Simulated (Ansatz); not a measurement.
## How much does Hf in Pt(111), 2x2 scatter?

Aim: the resistance that Hf in Pt(111), 2x2 adds to the host.

Calculated with Ansatz 0.2.0; Ansatz plane-wave DFT, PBE, PAW files; ballistic transport by layer matching (Landauer), zero bias; PAW set soft_1, in the first sound run; inputs show where later runs differ.

This is a report of a sequence of runs, with most program output left out.

## Step 1: Set-up

The cell holds 44 atoms: 43 Pt and 1 Hf. Cell: a = 5.546 Å, b = 5.546 Å, c = 24.958 Å, α = 86.8°, β = 93.2°, γ = 120.0°. It derives from Pt. Regions: lead, 24 atoms (24 Pt); scattering region, 20 atoms (19 Pt and 1 Hf). The structure is stacked along c, and the current runs across the ab planes.

## Step 2: Transmission at ideal sites

The defect sits in one plane of the supercell, all atoms on ideal sites; the layers about the cell's end are the lead. The mesh across the current, 12×12, is finer than the density's, because channels open and close sharply across the zone. Energies from -0.1 to 0.1 eV in steps of 0.05 eV are too few for the program's thermal sum, so it prints no conductance; for a metal the transmission near the Fermi level serves, at a fraction of the cost.

Contents of input.yaml:

```yaml
crystal:
  lattice:
    - [5.5462627489, 0.0, 0.0]
    - [-2.7731313745, 4.8032044366, 0.0]
    - [-1.3865656872, 0.8005340728, 24.9067751428]
  atoms:
    - { symbol: Pt, position: [0.0075757576, 0.9924242424, 0.0454545455] }
    - { symbol: Pt, position: [0.0075757576, 0.4924242424, 0.0454545455] }
    - { symbol: Pt, position: [0.5075757576, 0.9924242424, 0.0454545455] }
    - { symbol: Pt, position: [0.5075757576, 0.4924242424, 0.0454545455] }
    - { symbol: Pt, position: [0.1893939394, 0.3106060606, 0.1363636364] }
    - { symbol: Pt, position: [0.1893939394, 0.8106060606, 0.1363636364] }
    - { symbol: Pt, position: [0.6893939394, 0.3106060606, 0.1363636364] }
    - { symbol: Pt, position: [0.6893939394, 0.8106060606, 0.1363636364] }
[... 32 atom lines left out ...]
    - { symbol: Pt, position: [0.3257575758, 0.1742424242, 0.9545454545] }
    - { symbol: Pt, position: [0.3257575758, 0.6742424242, 0.9545454545] }
    - { symbol: Pt, position: [0.8257575758, 0.1742424242, 0.9545454545] }
    - { symbol: Pt, position: [0.8257575758, 0.6742424242, 0.9545454545] }
kpoints:
  mp_grid: { grid: [5, 5, 1] }
hamiltonian:
  xc: pbe
  pseudopotentials: { kind: paw, azcp: { folder: soft_1 } }
scf:
  occupations: { method: fermi_dirac, width: 0.1 }
output:
  transmission: { leads: [[0, 4]], kmesh: [12, 12], e_range: [-0.1, 0.1], de: 0.05 }
  write_potential: true
  write_density: true
  volumetric_format: npy
  elf: true
```

Launch:

```bash
ansatz run input.yaml --threads 4 --pin off --max-ram 15360MiB --backend cpu --events-out ev --progress --plain --runs-dir out
```

Wall time 7.8 min (4 threads of Arm Neoverse V1, shared host); peak memory 5.9 GiB.

Numbers from this step:

| Property | Result |
| --- | --- |
| free energy | -554288.5250 eV |
| energy at zero smearing | -554287.3767 eV |
| Fermi energy | 23.54 eV |
| cell area | 26.64 Å² |
| transmission per spin nearest the Fermi level | 4.548 |
| open channels per spin nearest the Fermi level | 7.368 |
| step of the lead's potential | 7 meV |

Per spin. Table of transmission, zone mean by energy, zero at the Fermi level:

| energy (eV) | transmission, zone mean |
| --- | --- |
| -0.1000 | 4.98 |
| -0.0500 | 4.80 |
| 0.0000 | 4.55 |
| 0.0500 | 4.08 |
| 0.1000 | 3.63 |

Per spin. Open channels, zone mean, lead against energy, zero at the Fermi level:

| energy (eV) | open channels, zone mean, lead |
| --- | --- |
| -0.1000 | 7.89 |
| -0.0500 | 7.54 |
| 0.0000 | 7.37 |
| 0.0500 | 5.98 |
| 0.1000 | 5.35 |

Transmission over k1 and k2. At 0.0000 eV from the Fermi level.

Ten even steps from '_' (2.73) to '@' (6.26):
```
@@%%##----##%%@@........
::####++..++####::..__..
++--++##----##++--++....
::--..--%%..%%--..--::..
@@##++--..@@@@..--++##@@
@@%%####%%@@..@@%%####%%
@@@@##++--..@@@@..--++##
::..::--..--%%..%%--..--
++....++--++##----##++--
::..__..::####++..++####
@@........@@%%##----##%%
@@@@::++::@@@@@@::++::@@
```
Columns: k1 (b1) from -0.5 to 0.417; rows upwards: k2 (b2) from -0.5 to 0.417.

Open channels over k1 and k2. At 0.0000 eV from the Fermi level.

Ten even steps from '0' (3.0) to '9' (11.0):
```
866336683333
566535665303
735633653733
533381833353
865319913568
866689298666
886531991356
535333818333
733735633653
530356653566
833338663366
885758885758
```
Columns: k1 (b1) from -0.5 to 0.417; rows upwards: k2 (b2) from -0.5 to 0.417.

Electrostatic potential energy in the ca plane at fractional y = 0.083, with atoms of Hf and Pt within 0.2 Å of it. With pseudopotentials it is smooth inside the atoms' cores, unlike the true potential.

Values in eV, 8 rows by 16 columns, each cell a mean:
```
 23  15 -32   5  22  24  25  24  -3 -39  10  24  25  24  23  -8
 23  12 -36   4  20  23  23  21  11 -17  19  16  22   5   6  19
 21  23  10  21  -7   6  16   9  22  18  22   5  19  -3   1  20
 19  24  15  21  -3  10  20  17  14  -3  17  19  24  20  21  -6
 23  15 -32   5  22  24  25  24   4  -3  11  24  25  23  23  -8
 23  12 -36   4  20  23  23  21  11  -3  17  16  22   5   6  19
 21  23  10  21  -7   6  16   9  22  18  22   5  19  -3   1  20
 19  24  15  21  -3  10  20  17  15 -14  18  19  24  20  21  -6
```
Columns run along c (16.0 Å, from fractional 0.13 to 0.78 of the cell; values clipped at the 3rd and 97th percentile), rows up along a (5.5 Å). Atoms in or near the plane, at fractional coordinates: Hf at (0.50, 0.42), Pt at (0.50, 0.92).

Valence density in the ca plane at fractional y = 0.083, with atoms of Hf and Pt within 0.2 Å of it. It is the smooth field of the valence electrons, not physical close to the nuclei.

Ten steps, logarithmic in the rise over the least value, from '0' (0 e/Å³) to '9' (43 e/Å³), each cell a mean:
```
00001355420011000000001356652000000000000136
00002566530000000000001356652000000001110124
00002566520000000000000245531001100012321012
00001355310122100011110122210012210124432000
11000122100234310122210001000012211124432001
11000000001244310122210001100012210012321013
11000011100234310011110024420011100001110135
11000234310112100000000258851000000000000146
00001466520000000000000379961000000000000135
00002566530000000000000268741001100001211013
00001466420011100011100134410011110013431001
00001244210123210012210001100012211124442000
11000011101244310122210001100012210123431012
11000000001244310112210012210011110011211124
11000122110123210011100245531000000000000136
```
Columns run along c (16.0 Å, from fractional 0.13 to 0.78 of the cell), rows up along a (5.5 Å). Atoms in or near the plane, at fractional coordinates: Hf at (0.50, 0.42), Pt at (0.50, 0.92).

ELF in the ca plane at fractional y = 0.083, with atoms of Hf and Pt within 0.2 Å of it. It is the smooth field of the valence electrons, not physical close to the nuclei.

Values, 8 rows by 16 columns, each cell a mean:
```
0.26 0.30 0.55 0.35 0.25 0.20 0.19 0.25 0.38 0.58 0.32 0.25 0.17 0.22 0.25 0.41
0.25 0.31 0.57 0.36 0.26 0.23 0.22 0.26 0.33 0.49 0.28 0.29 0.24 0.36 0.35 0.27
0.26 0.23 0.33 0.26 0.43 0.36 0.29 0.35 0.27 0.25 0.28 0.37 0.27 0.40 0.39 0.27
0.26 0.21 0.30 0.26 0.40 0.33 0.26 0.31 0.26 0.54 0.25 0.29 0.21 0.25 0.26 0.41
0.26 0.30 0.55 0.35 0.25 0.20 0.19 0.28 0.42 0.84 0.31 0.28 0.17 0.22 0.25 0.41
0.25 0.31 0.57 0.36 0.26 0.22 0.22 0.30 0.29 0.57 0.25 0.30 0.24 0.36 0.35 0.27
0.26 0.23 0.33 0.26 0.43 0.36 0.29 0.35 0.26 0.24 0.28 0.36 0.27 0.40 0.39 0.27
0.26 0.21 0.30 0.26 0.40 0.33 0.26 0.28 0.31 0.48 0.28 0.27 0.21 0.25 0.26 0.41
```
Columns run along c (16.0 Å, from fractional 0.13 to 0.78 of the cell), rows up along a (5.5 Å). Atoms in or near the plane, at fractional coordinates: Hf at (0.50, 0.42), Pt at (0.50, 0.92).

Over the solved energies the transmission per spin lies between 3.63 and 4.98, out of 6.83 channels of the lead on average (up to 7.89).

## Step 3: Resistance at ideal sites

This step: Ansatz plane-wave DFT, PBE, PAW files; ballistic transport by layer matching (Landauer), zero bias; area resistance of the defect plane and resistivity an atomic per cent; PAW set soft_1 (Ansatz 0.2.0).

This step gave:

```yaml
area_resistance: 0.2749 fΩ m²
t_over_the_leads_mean_channel_count: 0.6424
resistivity_per_at_scaled_from_this_dense_plane_with_the_factor_3_over_4_for_isotropic_scattering: 3.642 µΩ cm
```

Averaged over the energies near the Fermi level, 64.2 % of the channels pass, which makes 0.275 fΩ m².

By hand, with T and the leads' channels N averaged over the energies near the Fermi level: RA = A (h/2e²)(1/T − 1/N) = 26.64×10⁻²⁰ m² × 12 906 Ω × (1/4.473 − 1/6.963) = 0.275 fΩ m². Per atomic per cent: RA × A / V_atom × 0.01 × 3/4 = 3.64 µΩ cm, with the host's V_atom = 15.08 Å³.

## Step 4: Relaxing the neighbours

The neighbours of the defect are let go while the lead's layers stay on their sites, since a lead must repeat to 0.01 Å.

This step: Ansatz plane-wave DFT, PBE, PAW files; relaxation with the lead's layers held; PAW set soft_1 (Ansatz 0.2.0).

Edit input.yaml of step 2 so:

```diff
@@ -57,7 +57,6 @@
   occupations: { method: fermi_dirac, width: 0.1 }
-output:
-  transmission: { leads: [[0, 4]], kmesh: [12, 12], e_range: [-0.1, 0.1], de: 0.05 }
-  write_potential: true
-  write_density: true
-  volumetric_format: npy
-  elf: true
+relax:
+  f_tol: 0.03
+  max_steps: 40
+  constraints:
+    - { sites: [0, 1, 2, 3, 4, 5, 6, 7, 8, 9, 10, 11, 32, 33, 34, 35, 36, 37, 38, 39, 40, 41, 42, 43] }
```

Elapsed: 4.2 min, on 4 threads; peak memory 6 GiB; 17 min of CPU time.

The steps of the relaxation:

| step | energy less that of the first step (eV) | largest force component (eV/Å) |
| --- | --- | --- |
| 1 | 0.0000 | 0.6468 |
| 2 | -0.0036 | 0.5797 |
| 3 | -0.0327 | 0.0120 |
| 4 | -0.0327 | 0.0120 |

Forces are held to the 4 operations that the run works with; a distortion that breaks them can't arise in this run.

The atoms that moved most (Å):

| atom | dx | dy | dz | length |
| --- | --- | --- | --- | --- |
| Pt32 | -0.001 | 0.001 | 0.047 | 0.047 |
| Pt14 | 0.001 | -0.001 | -0.047 | 0.047 |
| Pt20 | 0.000 | 0.000 | -0.008 | 0.008 |
| Pt26 | 0.000 | 0.000 | 0.008 | 0.008 |

Numbers from this step:

```yaml
free_energy: -554288.5579 eV
energy_at_zero_smearing: -554287.4091 eV
```

The largest force component on a free atom ends at 0.012 eV/Å, under the tolerance of 0.03, after 4 steps.

## Step 5: Transmission after relaxation, relaxed yes

The transmission is solved again on the relaxed atoms.

This step: Ansatz plane-wave DFT, PBE, PAW files; ballistic transport by layer matching (Landauer), zero bias; PAW set soft_1 (Ansatz 0.2.0).

Contents of input.yaml:

```yaml
crystal:
  lattice:
    - [5.5462627489, 0.0, 0.0]
    - [-2.7731313745, 4.8032044366, 0.0]
    - [-1.3865656872, 0.8005340728, 24.9067751428]
  atoms:
    - { symbol: Pt, position: [0.0075757576, 0.9924242424, 0.0454545455] }
    - { symbol: Pt, position: [0.0075757576, 0.4924242424, 0.0454545455] }
    - { symbol: Pt, position: [0.5075757576, 0.9924242424, 0.0454545455] }
    - { symbol: Pt, position: [0.5075757576, 0.4924242424, 0.0454545455] }
    - { symbol: Pt, position: [0.1893939394, 0.3106060606, 0.1363636364] }
    - { symbol: Pt, position: [0.1893939394, 0.8106060606, 0.1363636364] }
    - { symbol: Pt, position: [0.6893939394, 0.3106060606, 0.1363636364] }
    - { symbol: Pt, position: [0.6893939394, 0.8106060606, 0.1363636364] }
[... 32 atom lines left out ...]
    - { symbol: Pt, position: [0.3257575758, 0.1742424242, 0.9545454545] }
    - { symbol: Pt, position: [0.3257575758, 0.6742424242, 0.9545454545] }
    - { symbol: Pt, position: [0.8257575758, 0.1742424242, 0.9545454545] }
    - { symbol: Pt, position: [0.8257575758, 0.6742424242, 0.9545454545] }
kpoints:
  mp_grid: { grid: [5, 5, 1] }
hamiltonian:
  xc: pbe
  pseudopotentials: { kind: paw, azcp: { folder: soft_1 } }
scf:
  occupations: { method: fermi_dirac, width: 0.1 }
output:
  transmission:
    leads: [[0, 4]]
    kmesh: [10, 10]
    e_range: [-0.05, 0.05]
    de: 0.05
  write_potential: true
  write_density: true
  volumetric_format: npy
```

It took 5.8 min on 4 threads; peak memory 5.9 GiB.

This step gave:

```
free energy                                    : -554288.5578 eV
energy at zero smearing                        : -554287.4090 eV
transmission per spin nearest the Fermi level  : 4.357
open channels per spin nearest the Fermi level : 6.89
step of the lead's potential                   : 8.5 meV
```

Per spin. The transmission, zone mean by energy, zero at the Fermi level:

| energy (eV) | transmission, zone mean |
| --- | --- |
| -0.0500 | 4.61 |
| 0.0000 | 4.36 |
| 0.0500 | 4.08 |

Transmission over k1 and k2. At 0.0000 eV from the Fermi level.

Ten even steps from '_' (2.70) to '@' (6.13):
```
@@%%==--==%%@@______
__==##====##==______
__--==%%..%%==--____
@@====..++++..====@@
@@%%##%%++..++%%##%%
@@@@====..++++..====
______--==%%..%%==--
________==##====##==
@@______@@%%==--==%%
@@@@____@@@@@@____@@
```
Columns: k1 (b1) from -0.5 to 0.4; rows upwards: k2 (b2) from -0.5 to 0.4.

Over the solved energies the transmission per spin lies between 4.08 and 4.61, out of 6.73 channels of the lead on average (up to 7.08).

## Step 6: Resistance after relaxation

This step: Ansatz plane-wave DFT, PBE, PAW files; ballistic transport by layer matching (Landauer), zero bias; area resistance of the defect plane and resistivity an atomic per cent; PAW set soft_1 (Ansatz 0.2.0).

This step gave:

```
area resistance                                                                                 : 0.2795 fΩ m²
T over the leads' mean channel count                                                            : 0.6465
resistivity per at.% scaled from this dense plane, with the factor 3/4 for isotropic scattering : 3.703 µΩ cm
```

Averaged over the energies near the Fermi level, 64.6 % of the channels pass, which makes 0.280 fΩ m², against 0.275 on ideal sites.

## Step 7: Summary of results

```json
{
 "share of channels that pass, rigid": "0.642",
 "area resistance, rigid": "0.275 fΩ m²",
 "resistivity per at.% from the area resistance, times 3/4, rigid": "3.64 µΩ cm",
 "share of channels that pass, relaxed": "0.646",
 "area resistance, relaxed": "0.280 fΩ m²",
 "resistivity per at.% from the area resistance, times 3/4, relaxed": "3.70 µΩ cm"
}
```

In words: The plane of defects adds 0.28 fΩ m². Scaled to one atomic per cent that is 4.9 µΩ cm as it stands and 3.7 with the factor 3/4 for isotropic scattering on a spherical Fermi surface; with the reflection in place of the resistance taken as linear in the density it would be 2.4. These are rough estimates of the dilute value, not bounds. One Hf in each 2x2 cell reflects 35 % of the lead's channels. The relaxed cell differs by 1.7 % in resistance; between the two runs the lead's own channel count goes from 6.96 to 6.73, so sampling may have a part in it. The defects form a dense periodic sheet that scatters coherently, unlike a dilute random alloy. T and N are means over the solved energies nearest the Fermi level. Spin-orbit coupling is left out, which matters for Hf and Pt.

[Logs are printed without paths, hosts, clocks, repeated set-up lines and the standing remarks that a program may print on its own settings, such as how far it seeks lower states.]

[Hosts, paths, dates, database ids (printed as entryN), source tags and the programs' standing remarks are cut or masked in the printed files.]
